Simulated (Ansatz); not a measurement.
# LaN (model cell, started as CsCl type): following an unstable mode

Which phase does LaN (model cell, started as CsCl type) fall into along its unstable mode, and how much energy does it gain?

Program: Ansatz 0.2.0. Level of theory: DFT PBEsol, scalar-relativistic, plane waves, PAW. Results are calculated unless marked as measured.

The structure was built from a prototype and need not be the compound's stable phase.

## (1) The structure

Symmetry: Pm-3m, No. 221, cubic system. Conventional cell: a = 3.124 Å, b = 3.124 Å, c = 3.124 Å, α = 90.00°, β = 90.00°, γ = 90.00°. La has 8 N at 2.71 Å nearest. Nearest to N lie 8 La at 2.71 Å. Farther neighbours and most contacts between anions are not listed.

## (2) The dispersion

The cell comes from relaxations at this level that are not shown. Stability and thermal properties need the whole zone. Linear response on a 4×4×4 q mesh gives force constants as far as a supercell of that size would.

input.yaml

```yaml
crystal:
  lattice:
    - [3.1239275038, 0.0, 0.0]
    - [0.0, 3.1239275038, 0.0]
    - [0.0, 0.0, 3.1239275038]
  atoms:
    - { symbol: La, position: [0.0, 0.0, 0.0] }
    - { symbol: "N", position: [0.5, 0.5, 0.5] }
kpoints:
  mp_grid: { grid: [12, 12, 12] }
hamiltonian:
  xc: pbesol
scf:
  occupations: { method: methfessel_paxton, width: 0.15 }
output:
  eigenvalues: true
phonons:
  method: dfpt
  qmesh: [4, 4, 4]
  temperatures: { t_max: 1000, t_step: 50 }
  qpath:
    path:
      - [[0.0, 0.0, 0.0], [0.0, 0.5, 0.0], [0.5, 0.5, 0.0], [0.0, 0.0, 0.0], [0.5, 0.5, 0.5], [0.0, 0.5, 0.0]]
      - [[0.5, 0.5, 0.5], [0.5, 0.5, 0.0]]
    npoints: 10
```

Command:

```bash
> ansatz run input.yaml --threads 4 --pin off --max-ram 7168MiB --backend cpu --events-out ev --progress --plain --runs-dir out
```

Numbers of over 12 decimals in the logs are rounded to 6 here.

What it wrote:

```text
Engine: ansatz 0.2.0, aarch64-unknown-linux-gnu
Pseudopotentials: kind: paw
Pseudopotential: La, paw, valence charge 11, recommended cutoff 420 eV (normal), La.paw.azcp
Pseudopotential: N, paw, valence charge 5, recommended cutoff 420 eV (normal), N.paw.azcp
Functional definition: PBEsol
  exchange = pbesol_x
  correlation = pbesol_c
Crystal: 2 atoms, lattice volume = 30.486 Å³
Basis set: ecut = 420 eV, 619 PW (Γ), exchange–correlation on 48×48×48 points (8 copies of the dense FFT grid, shifted against one another)
Bands: 12, of which v1, the nominal top of the filled ones, is band 8 counted from 1 (7 counted from 0)
Symmetry: 48 space group operations
k-points: 84 of 1728
Non-local potential: La, projectors of the file, l = 0: 3, l = 1: 2, l = 2: 2, l = 3: 3
Non-local potential: N, projectors of the file, l = 0: 2, l = 1: 2, l = 2: 1
PAW form: soft (Blöchl's): semilocal exchange-correlation on the pseudo side does not see the compensation charge
PAW frozen core: La, regenerated for the run's functional, and the local potential with it (the file was generated under x = pbe(κ = 0.804, μ = 0.219515), c = pbe(β = 0.066725))
PAW frozen core: N, regenerated for the run's functional, and the local potential with it (the file was generated under x = pbe(κ = 0.804, μ = 0.219515), c = pbe(β = 0.066725))
PAW one-centre angular grid: La, 590 points (default); XC on 64 Gauss nodes
PAW one-centre angular grid: N, 110 points (default); XC on 64 Gauss nodes
Initial density: superposition of atomic densities (neutral atoms: chi_scale 0, normalization atom), corrected by the library's trained network
Initial wavefunctions: pseudopotential atomic-orbital guess
Functional: x = pbesol(κ = 0.804, μ = 0.123457), c = pbesol(β = 0.046)
SCF iter   1: F=—  HF=-6541.477024 eV  |F-HF|=—  |Δ(HF+E_count)|=         —  Δρ=1.12e-2  dr2=3.26e-2  ethr=1.77e-3  ⟨swp⟩=3.6  Hψ=4404  notcnv=0
preconditioner: auto → none  [metal: Δε(μ)=0.091 eV  Ē_g=11.782 eV  σ=0.150 eV  W_gap=0.46  n_scr=6 (ndim 8)  ℏωp=25.2 eV  f_vac=0.000  D(μ)=0.34/eV (n_scr^D=0)  sad-step TF]
SCF iter   2: F=—  HF=-6541.471891 eV  |F-HF|=—  |Δ(HF+E_count)|=   5.13e-3  S|Δr|=    0.00e0  Δρ=4.63e-3  dr2=4.78e-3  ethr=2.04e-4  ⟨swp⟩=1.0  Hψ=1691  notcnv=0
SCF iter   3: F=—  HF=-6541.471225 eV  |F-HF|=—  |Δ(HF+E_count)|=   6.66e-4  S|Δr|=    0.00e0  Δρ=1.03e-3  dr2=2.92e-4  ethr=2.99e-5  ⟨swp⟩=2.1  Hψ=1340  notcnv=0
SCF iter   4: F=—  HF=-6541.471186 eV  |F-HF|=—  |Δ(HF+E_count)|=   3.95e-5  S|Δr|=    0.00e0  Δρ=1.19e-4  dr2=2.85e-6  ethr=1.82e-6  ⟨swp⟩=2.0  Hψ=1582  notcnv=0
SCF iter   5: F=—  HF=-6541.471185 eV  |F-HF|=—  |Δ(HF+E_count)|=   5.32e-7  S|Δr|=    0.00e0  Δρ=1.74e-5  dr2=3.72e-8  ethr=1.78e-8  ⟨swp⟩=2.3  Hψ=1425  notcnv=0
SCF iter   6: F=—  HF=-6541.471185 eV  |F-HF|=—  |Δ(HF+E_count)|=   5.03e-7  S|Δr|=    0.00e0  Δρ=2.84e-6  dr2=1.48e-9  ethr=2.32e-10  ⟨swp⟩=2.4  Hψ=1654  notcnv=0
SCF iter   7: F=-6541.471185 eV  HF=-6541.471185 eV  |F-HF|=1.82e-12  |Δ(HF+E_count)|=  1.40e-10  S|Δr|=    0.00e0  Δρ=2.41e-7  dr2=4.75e-12  ethr=1.00e-12  ⟨swp⟩=5.5  Hψ=4885  notcnv=0
SCF 1 converged in 7 iterations: F = -6541.471185 eV  dr2 = 4.75e-12
  greatest PAW one-centre occupation: 0.971 electrons in one spin orbital (limit 2), on the La atom at site 0 (counted from 0), in its partial waves of l = 0
Initial density: read from a saved state, or passed on in memory by an earlier SCF of this step, an earlier step, the calling program or the single point that the run made first
iter 1 solved again at ethr=4.64e-8 eV; its pass at ethr=3.10e-3 eV (dr2=7.42e-6 eV) is discarded
SCF iter   1: F=—  HF=-6541.471185 eV  |F-HF|=—  |Δ(HF+E_count)|=         —  Δρ=2.83e-7  dr2=1.63e-11  ethr=4.64e-8  ⟨swp⟩=3.0  Hψ=7793  notcnv=0
eigensolver tolerance schedule: the retry pair's looser diagonalisation over-reported the residual by 455180.25 of it (diagonalisation noise at an unbounded share of the residual, at the tolerance the schedule requests for it); recorded, not acted on — ethr = c·dr2/N_el stays at c = 1.0e-1
preconditioner: auto → none  [insulator: Δε(μ)=0.136 eV  Ē_g=11.830 eV  σ=0.150 eV  W_gap=0.65  n_scr=6 (ndim 8)  ℏωp=25.2 eV  f_vac=0.000  D(μ)=0.27/eV (n_scr^D=0)  ε∞_Penn≈5.5]
SCF iter   2: F=—  HF=-6541.471185 eV  |F-HF|=—  |Δ(HF+E_count)|=   3.54e-7  S|Δr|=    0.00e0  Δρ=3.14e-7  dr2=1.08e-11  ethr=1.00e-12  ⟨swp⟩=3.0  Hψ=2355  notcnv=0
SCF iter   3: F=-6541.471185 eV  HF=-6541.471185 eV  |F-HF|=9.09e-13  |Δ(HF+E_count)|=  1.82e-12  S|Δr|=    0.00e0  Δρ=2.15e-7  dr2=4.05e-12  ethr=1.00e-12  ⟨swp⟩=2.0  Hψ=2000  notcnv=0
SCF 2 converged in 3 iterations: F = -6541.471185 eV  dr2 = 4.05e-12
phonons: the bands overlap, so this run is a metal and interpolates without the dipole-dipole term. If the crystal is really an insulator or semiconductor, its LO-TO splitting is missing
NSCF: frozen V_eff on 84 k-points
WARN: eigensolver did not converge in 2 slots of this pass, the one above among them; of largest residual over every band (k=22): 1 band(s) unlocked (lowest unlocked band 11, counted from 0; max residual 1.02e-3 eV among the unlocked bands, 1.02e-3 eV over every band); of lowest unlocked band (k=22): band 11
NSCF: frozen V_eff on 196 k-points
DFPT response loops at q = (0, 0, 0) (fractional): preconditioner auto → Kerker (q_TF=auto, 2.450 Å⁻¹) (partly filled bands, converged f_vac=0.000); β = 1.00, the filter's whole step (`scf.mixing.beta` (0.50) is not read by the response loops under this deck's `scf.mixing.preconditioner`; to damp them name `kerker` or `kerker_dos`, under which they read `scf.mixing.beta`, and type it under 1.00, their step now; both keys bind the ground state too); Broyden in place of MSR1
NSCF: frozen V_eff on 1176 k-points
DFPT response loops at q = (0, 0, 0.25) (fractional): mixed as the last ones told, above
NSCF: frozen V_eff on 686 k-points
DFPT response loops at q = (0, 0, -0.5) (fractional): mixed as the last ones told, above
NSCF: frozen V_eff on 2016 k-points
DFPT response loops at q = (0, 0.25, 0.25) (fractional): mixed as the last ones told, above
NSCF: frozen V_eff on 1176 k-points
DFPT response loops at q = (0, 0.25, -0.5) (fractional): mixed as the last ones told, above
NSCF: frozen V_eff on 686 k-points
DFPT response loops at q = (0, -0.5, -0.5) (fractional): mixed as the last ones told, above
NSCF: frozen V_eff on 1872 k-points
DFPT response loops at q = (0.25, 0.25, 0.25) (fractional): mixed as the last ones told, above
NSCF: frozen V_eff on 2016 k-points
DFPT response loops at q = (0.25, 0.25, -0.5) (fractional): mixed as the last ones told, above
NSCF: frozen V_eff on 1176 k-points
DFPT response loops at q = (0.25, -0.5, -0.5) (fractional): mixed as the last ones told, above
NSCF: frozen V_eff on 392 k-points
DFPT response loops at q = (-0.5, -0.5, -0.5) (fractional): mixed as the last ones told, above
SCF converged after 7 iterations
Stability not checked: this state was not tested for a lower state beside it, because cold or Methfessel-Paxton smearing, or corrected tetrahedra, fill the levels in a way that the test cannot read (fill_not_monotonic; see scf.lower_state_search)
Free energy (F): -6541.471185 eV
Harris-Foulkes:  -6541.471185 eV  (|F-HF|=1.82e-12)
Internal energy: -6541.472608 eV  (E = F + TS)
E sigma→0 (E₀):  -6541.471540 eV
Entropy (-TS):   0.001424 eV (0.712 meV/atom)
Fermi energy:    14.921077 eV
--- Per-component energies (eV) ---
  E_band       = 50.975435
  E_kinetic    = 323.447248
  E_local      = -293.873243  (includes V_loc(G=0)·N_el)
  E_nonlocal   = 145.008430
  E_hartree    = 93.558114
  E_xc         = -199.423980
  E_vxc        = -225.376360  (∫ρ·V_xc dr)
  E_paw        = -5452.353808  (= ΣΔE_a)
  E_vpaw       = -85.346963  (= ΣTr[D̂ρ^β])
  E_aug_tail   = 0.000086  (compensation charges beyond the density's cutoff)
  E_ewald      = -1158.033062
  E_core_change = 0.197608  (= ΣΔE_core)
  E_smearing   = 0.001424  (= −TS)
  E_closure    = 0.000000  (closes the sum)
  Σ components = -6541.471185   (vs F -6541.471185, Δ=0.00e0)
--- Band table (eV; the first three rows and the last of 84) ---
  k-point 0: bands = [... 4 lower, 2.5509, 14.2705, 14.2705, 15.1919, 15.1919, 15.1919, 18.2660, 18.2660]
  k-point 1: bands = [... 4 lower, 2.8653, 14.3280, 14.3415, 15.1119, 15.1119, 15.1761, 18.2300, 18.2748]
  k-point 2: bands = [... 4 lower, 3.4030, 13.8504, 14.4947, 14.8840, 14.8840, 15.8660, 18.1218, 18.3019]
  k-point 83: bands = [... 4 lower, 3.5976, 10.4495, 10.4495, 10.4495, 18.4435, 18.4435, 18.4435, 18.9011]
--- Phonons (Γ-DFPT): 2 representative perturbations + reference (Σ response iterations 6) ---
  ASR residual: 3.470e-4 → 0.000e0 eV/Å²; symmetrization residual: 1.331e-7 eV/Å²
  ASR residual per site (eV/Å²): 3.47e-4 3.62e-5
  Γ frequencies (cm⁻¹): -287.42 -287.42 -287.42 0.00 0.00 0.00
--- Phonons (arbitrary-q DFPT): 10 irreducible q on the 4×4×4 mesh ---
  q = [0.0000, 0.0000, 0.0000] (star 1, of the zone-centre solve; hermiticity 6.89e-8, symmetrization 8.72e-13): -287.42 -287.42 -287.42 -0.00 -0.00 0.00
  q = [0.0000, 0.0000, 0.2500] (star 6, 4 solved perturbations in 1848 linear systems a pass and spin channel, the states on 588 of 1728 k-point pairs; hermiticity 4.21e-8, symmetrization 1.85e-13): -136.86 -136.86 42.68 42.68 130.88 403.73
  q = [0.0000, 0.0000, -0.5000] (star 3, 4 solved perturbations in 1078 linear systems a pass and spin channel, the states on 343 of 1728 k-point pairs; hermiticity 3.49e-14, symmetrization 5.13e-14): -105.11 -105.11 161.51 163.82 163.82 494.83
  q = [0.0000, 0.2500, 0.2500] (star 12, 4 solved perturbations in 3108 linear systems a pass and spin channel, the states on 1008 of 1728 k-point pairs; hermiticity 7.81e-8, symmetrization 6.46e-14): -116.73 22.73 92.86 109.48 270.23 413.46
  q = [0.0000, 0.2500, -0.5000] (star 12, 6 solved perturbations on 588 of 1728 k-point pairs; hermiticity 4.90e-8, symmetrization 6.95e-15): -118.39 73.76 94.62 148.16 304.56 441.68
  q = [0.0000, -0.5000, -0.5000] (star 3, 4 solved perturbations in 1078 linear systems a pass and spin channel, the states on 343 of 1728 k-point pairs; hermiticity 9.01e-9, symmetrization 1.92e-14): -126.01 -95.39 132.91 132.91 371.56 371.56
  q = [0.2500, 0.2500, 0.2500] (star 8, 2 solved perturbations on 936 of 1728 k-point pairs; hermiticity 9.71e-8, symmetrization 1.34e-13): 74.56 81.21 81.21 293.23 293.23 380.62
  q = [0.2500, 0.2500, -0.5000] (star 12, 4 solved perturbations in 3108 linear systems a pass and spin channel, the states on 1008 of 1728 k-point pairs; hermiticity 2.61e-8, symmetrization 1.37e-13): 27.53 69.71 132.10 276.91 320.80 410.98
  q = [0.2500, -0.5000, -0.5000] (star 6, 4 solved perturbations in 1848 linear systems a pass and spin channel, the states on 588 of 1728 k-point pairs; hermiticity 2.45e-8, symmetrization 1.08e-13): 29.01 117.24 117.24 291.77 378.76 378.76
  q = [-0.5000, -0.5000, -0.5000] (star 1, 2 solved perturbations on 196 of 1728 k-point pairs; hermiticity 1.90e-13, symmetrization 9.88e-13): 105.91 105.91 105.91 395.48 395.48 395.48
  sum rule: each row above includes the acoustic sum rule's correction from the zone centre's row sums; it moved no ω² by more than (0.84 cm⁻¹)²
  mesh force constants: q→R imaginary residual 4.88e-19; ASR residual 3.470e-4 → 0.000e0 eV/Å²; symmetrization residual 6.217e-15 eV/Å²
  interpolated dispersion: 62 rows × 6 modes
  density of states and harmonic sums: on the 20×20×20 q-mesh, interpolated from the force constants of a 4×4×4 supercell (no non-analytic term)
  largest difference from the sums on the solved wave vectors: F 1.10e-1 eV, S 1.39e-4 and C_V 3.91e-5 eV/K
  zero-point energy: 0.065076 eV/cell   skipped modes (ω ≤ 0): 361, of them read as no rigid motion or as one in doubt: 358 (1.181e0 modes/cell left out, lowest -287.42 cm⁻¹)   left out of the sums: 1.97e-1 of the cell's modes: C_V's classical limit lies that fraction below 3 k_B per atom; for a crystal, a wire or a layer, F and S can be off by more, and a phonons.interpolated_qmesh denser along its periods is the remedy for the sampling
```

It took 4.6 min on 4 threads of Arm Neoverse N1, shared host; peak memory 1.4 GiB; 18 min of CPU time.

Reading the cycles: dr2 is the Hartree energy of the density residual (eV), the measure of convergence; HF is the Harris–Foulkes estimate of the energy, which meets the free energy F at convergence.

Numbers from this step:

```
volume per atom                                         : 15.24 Å³
gap on the k-mesh                                       : 0 eV
sum-rule residual before enforcement                    : 3.47e-4 eV/Å²
lowest frequency on the path                            : -287.4 cm⁻¹
point group                                             : m-3m
highest frequency on the path or at a solved wavevector : 494.8 cm⁻¹
highest optical mode at the zone centre (no LO-TO term) : -287.4 cm⁻¹
lowest optical zone-centre mode                         : -287.4 cm⁻¹
lowest mode on the q mesh (acoustic modes at Γ apart)   : -287.4 cm⁻¹
```

Frequencies (cm⁻¹) solved at each irreducible wavevector; negative means imaginary. Frequencies by wavevector, by row:

```csv
q in reciprocal lattice units,star,mode 1,mode 2,mode 3,mode 4,mode 5,mode 6
0 0 0,1,-287.4,-287.4,-287.4,0,0,0
0 0 0.25,6,-136.9,-136.9,42.7,42.7,130.9,403.7
0 0 -0.5,3,-105.1,-105.1,161.5,163.8,163.8,494.8
0 0.25 0.25,12,-116.7,22.7,92.9,109.5,270.2,413.5
0 0.25 -0.5,12,-118.4,73.8,94.6,148.2,304.6,441.7
0 -0.5 -0.5,3,-126,-95.4,132.9,132.9,371.6,371.6
0.25 0.25 0.25,8,74.6,81.2,81.2,293.2,293.2,380.6
0.25 0.25 -0.5,12,27.5,69.7,132.1,276.9,320.8,411
0.25 -0.5 -0.5,6,29,117.2,117.2,291.8,378.8,378.8
-0.5 -0.5 -0.5,1,105.9,105.9,105.9,395.5,395.5,395.5
```

Interpolated from a 4×4×4 q mesh. The phonon branches at the labelled points (cm⁻¹):

```csv
point,branch 1,branch 2,branch 3,branch 4,branch 5,branch 6
Γ,-287,-287,-287,0,0,0
halfway,-137,-137,43,43,131,404
X,-105,-105,162,164,164,495
halfway,-118,74,95,148,305,442
M,-126,-95,133,133,372,372
halfway,-117,23,93,110,270,414
Γ,-287,-287,-287,0,0,0
halfway,75,81,81,293,293,381
R,106,106,106,396,396,396
halfway,28,70,132,277,321,411
X,-105,-105,162,164,164,495
jump to R,106,106,106,396,396,396
halfway,29,117,117,292,379,379
M,-126,-95,133,133,372,372
```

The phonon branches as a text plot (rows in cm⁻¹):

```
    479 |     *****                                    ***
    446 |    *     *                                 **
    413 |   *       **   *****                      *
    381 |             ***     *        **** ********      *******
    348 |            **  *               ***      **       *
    316 |           *     ***        **            **       *
    283 |          *         * *        *           **       *
    250 |         *                    *             **
    218 |  *                  *                       **
    185 |        *                                     **     *
    153 |    **********        *    ***              *****
    120 |   * *    * *********  *           *********     *******
     87 | *  *      *        ** *   *   ******   ***       *   *
     55 |* **       *      ** ** * * ***           **       *
     22 |          *      *  *   * *                **       *
    -10 |***                    *** *
    -43 |            *        **     **              **
    -76 |         *   * **     **                     **      * *
   -108 |    ********* * *****                         ***     **
   -141 |   *         ***     *
   -173 | *                    **   *
   -206 |
   -239 |  *                    ** *
   -271 |**                      ***
         Γ      X      M          Γ            R        X|R     M
```

Symmetry leaves 10 wavevectors to solve. The lowest mode among them, the acoustic zeros apart, lies at Γ and is imaginary, 287.4i cm⁻¹, so the energy falls along it.

## (3) The mode frozen in, largest atomic shift 0 Å

The mode followed lies at Γ with frequency 287.4i cm⁻¹ and is 3-fold degenerate, the softest among the wavevectors solved. At small amplitude the distorted cell has space group no. 99 by a symmetry search on the positions. The undistorted cell that holds it gives the zero of energy on the same k mesh.

input.yaml, the sections that differ from step 2:

```yaml
output:
  forces: true
  stress: true
  eigenvalues: true
# crystal, kpoints, hamiltonian, scf: as in step 2
# phonons: removed
```

What it wrote:

```text
[...]
Crystal: 2 atoms, lattice volume = 30.486 Å³
Basis set: ecut = 420 eV, 619 PW (Γ), exchange–correlation on 48×48×48 points (8 copies of the dense FFT grid, shifted against one another)
Bands: 12, of which v1, the nominal top of the filled ones, is band 8 counted from 1 (7 counted from 0)
Symmetry: 48 space group operations
[...]
k-points: 84 of 1728
[...]
--- Band table (eV; the first three rows and the last of 84) ---
  k-point 0: bands = [... 4 lower, 2.5509, 14.2705, 14.2705, 15.1918, 15.1918, 15.1918, 18.2660, 18.2660]
  k-point 1: bands = [... 4 lower, 2.8653, 14.3280, 14.3415, 15.1119, 15.1119, 15.1761, 18.2300, 18.2748]
  k-point 2: bands = [... 4 lower, 3.4030, 13.8504, 14.4947, 14.8840, 14.8840, 15.8660, 18.1218, 18.3019]
  k-point 83: bands = [... 4 lower, 3.5975, 10.4494, 10.4494, 10.4494, 18.4435, 18.4435, 18.4435, 18.9011]
[key lines of the parts left out:]
SCF converged after 6 iterations
Free energy (F): -6541.471185 eV
Fermi energy:    14.921066 eV
P = ⅓ Tr σ = 0.0057 GPa (0.057 kbar)
```

Run time: 1.1 s. Hardware: 4 threads; peak memory 0.33 GiB.

Numbers from this step:

- pressure: 0.005674 GPa
- energy from the undistorted cell: 0 meV/atom

The run ends at a pressure of 0.01 GPa.

## (4) The mode frozen in, largest atomic shift 0.32 Å

The atoms are moved along the unstable eigenvector, the largest shift by 0.32 Å, with the cell fixed.

input.yaml, the sections that differ from step 3:

```yaml
crystal:
  lattice:
    - [3.1239275038, 0.0, 0.0]
    - [0.0, 3.1239275038, 0.0]
    - [0.0, 0.0, 3.1239275038]
  atoms:
    - { symbol: La, position: [0.0, -0.0103293933, 0.0] }
    - { symbol: "N", position: [0.5, 0.6024351556, 0.5] }
# kpoints, hamiltonian, scf, output: as in step 3
```

What it wrote:

```text
[...]
Crystal: 2 atoms, lattice volume = 30.486 Å³
Basis set: ecut = 420 eV, 619 PW (Γ), exchange–correlation on 48×48×48 points (8 copies of the dense FFT grid, shifted against one another)
Bands: 12, of which v1, the nominal top of the filled ones, is band 8 counted from 1 (7 counted from 0)
Symmetry: 8 space group operations
[...]
k-points: 196 of 1728 (time reversal used)
[...]
--- Band table (eV; the first three rows and the last of 196) ---
  k-point 0: bands = [... 4 lower, 2.8559, 12.9948, 14.2877, 15.0563, 15.0563, 16.6947, 18.3494, 18.3494]
  k-point 1: bands = [... 4 lower, 3.1482, 13.0708, 14.3233, 14.9513, 15.0435, 16.6369, 18.3148, 18.3601]
  k-point 2: bands = [... 4 lower, 3.6673, 13.2112, 13.8737, 14.6614, 15.6453, 16.5014, 18.2229, 18.3870]
  k-point 195: bands = [... 4 lower, 3.2401, 10.6000, 10.6000, 10.6960, 18.5316, 18.5493, 18.5493, 18.9413]
[key lines of the parts left out:]
SCF converged after 6 iterations
Free energy (F): -6541.519574 eV
Fermi energy:    14.902443 eV
P = ⅓ Tr σ = 4.3906 GPa (43.906 kbar)
```

Elapsed: 3.1 s, on 4 threads; peak memory 0.4 GiB.

Numbers from this step:

```yaml
pressure: 4.391 GPa
energy_from_the_undistorted_cell: -24.20 meV/atom
```

The energy, extrapolated to zero smearing, is -24.20 meV/atom against the undistorted cell.

The run ends at a pressure of 4.39 GPa, with forces up to 0.12 eV/Å.

## (5) Energy along the mode, all amplitudes (two of the runs are shown above)

An imaginary frequency means negative curvature, so the energy should fall and then rise again as anharmonic terms take over.

Numbers from this step:

```
depth at the lowest point sampled  : 24.20 meV/atom
largest atomic shift at that point : 0.32 Å
```

Energy from the parent against largest atomic shift:

```csv
largest atomic shift (Å),energy from the parent (meV/atom)
0.000,0
0.040,-1.76
0.080,-6.02
0.140,-14.2
0.220,-22.9
0.320,-24.2
0.450,-0.527
0.600,73.7
```

Displacement at unit largest shift by atom:

```csv
atom,x (Å),y (Å),z (Å),size
La1,0.00,-0.10,0.00,0.10
N2,0.00,1.00,0.00,1.00
```

The lowest of the steps tried is at 0.32 Å, 24.2 meV/atom below the parent; the bottom of the well need not coincide with a step.

[end of part 1 of 2]

[Logs are printed without paths, hosts, clocks, repeated set-up lines and the standing remarks that a program may print on its own settings, such as how far it seeks lower states.]

[Hosts, paths, dates, database ids (printed as entryN), source tags and the programs' standing remarks are cut or masked in the printed files.]
